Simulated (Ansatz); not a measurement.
Runs of Ansatz 0.2.0 on Yb. The structure is cubic, space group Fm-3m (No. 225). The conventional cell has a = 5.486 Å, b = 5.486 Å, c = 5.486 Å, α = 90.00°, β = 90.00°, γ = 90.00°. Around Yb (site symmetry m-3m) lie 12 Yb at 3.88 Å. 

| task | level | potentials or basis | U | cell | k mesh | cutoff (eV) | smearing | hubbard projectors | double counting | other keys | gap on the mesh (eV) | pressure (GPa) | moment (μB) |
| --- | --- | --- | --- | --- | --- | --- | --- | --- | --- | --- | --- | --- | --- |
| electron localisation function | RPBE+D3(BJ)+U | Ansatz PAW earlier set | Yb f U = 4.0 eV | volume scaled by 0.92 | 8 × 8 × 8 | 900 | tetrahedron | ortho-atomic | fll (the default) | scf.mixing.preconditioner = resta | 0.06 | -12.0 | 0.00 |
| single point | RPBE+U | SSSP precision PAW | Yb f U = 4 eV | as given | 8 × 8 × 8 | 544 | gaussian 0.1 eV | all-electron-ortho-atomic | fll | - | none | (b) | 0.00 |
| density of states | SVWN5 | SSSP precision PAW | - | cell strained at random at fixed volume | 6 × 6 × 7 | 544 | gaussian 0.05 eV | - | - | - | none | -5.1 | 0.00 |
| single point | r2SCAN+U | SSSP precision PAW | Yb f U = 6 eV | as given | 8 × 8 × 8 | 544 | methfessel-paxton 0.1 eV | ortho-atomic | amf | - | none | (a) | 1.70 |
| density of states | r2SCAN+D4 | PseudoDojo 3+ lanthanides | - | volume scaled by 1.25 | 8 × 8 × 8 | 680 | fermi-dirac 0.05 eV | atomic | - | scf.lower_state_search = standard | none | -9.9 | 0.69 |

Alike in all rows: spin collinear, ferromagnetic start.

Fill in the values left out.

(a) -8.2; (b) -0.2.

Caveats: spin-orbit coupling is left out, which moves the levels of the heavy elements; the magnetic or orbital state may not be the lowest (some runs); the starting moments weren't kept (some runs); the PAW data sets come from PBE, with cores solved anew for the run's functional, which leaves a small shift of forces and pressure (some runs); with tetrahedron occupations forces and stress needn't match the slope of the energy (some runs); the meta-GGA runs on potentials made for a GGA (some runs); the potentials were made for another functional, which shifts forces and pressure (some runs).

A k mesh can miss the band edges, and the runs leave out spin-orbit coupling on Yb.

A gap of «none» marks a metal or a gap under the smearing width.

The runs don't all hold the same shells in valence.
